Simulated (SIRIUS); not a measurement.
The system is Au.

```
Au
1.0
     2.87792    0.00000    0.00000
     1.43896    2.49236    0.00000
     1.43896    0.83079    2.34982
Au
1
Direct
  0.00000 0.00000 0.00000
```

- Program: SIRIUS 7.12.0
- Task: relaxation of cell and atoms
- Functional: RPBE
- Dispersion: D3
- Potentials or basis: PseudoDojo 0.4.1 PBE standard (scalar relativistic)
- Cutoff: 1054 eV
- Density cutoff: 4214 eV
- k mesh: 8 × 8 × 8
- Occupations: fermi-dirac, width 0.05 eV
- Spin: no spin polarisation

At the start: pressure 11.1 GPa; volume 16.85 Å³/atom.

Problem. Where does the relaxation end?

Solution. Over 4 steps the energy falls by 42.9 meV/atom and the volume is 18.21 Å³/atom (+8.0 %); space group Fm-3m (No. 225, to 0.05 Å).

Step by step:
```csv
step,energy change (eV),largest force (eV/Å),pressure (GPa),volume (Å³)
1,0.0000,0.0000,11.06,16.85
2,-0.0378,0.0000,3.40,17.72
3,-0.0428,0.0000,0.43,18.14
4,-0.0429,0.0000,0.02,18.21
```

Final structure:
```
CELL_PARAMETERS angstrom
2.95303 0.00000 0.00000
1.47652 2.55740 0.00000
1.47652 0.85247 2.41114
ATOMIC_POSITIONS crystal
Au 0.00000 0.00000 0.00000
```

Caveat: the potentials were made for another functional, which shifts forces and pressure; pairwise dispersion overbinds metals, which lowers pressure and volume.
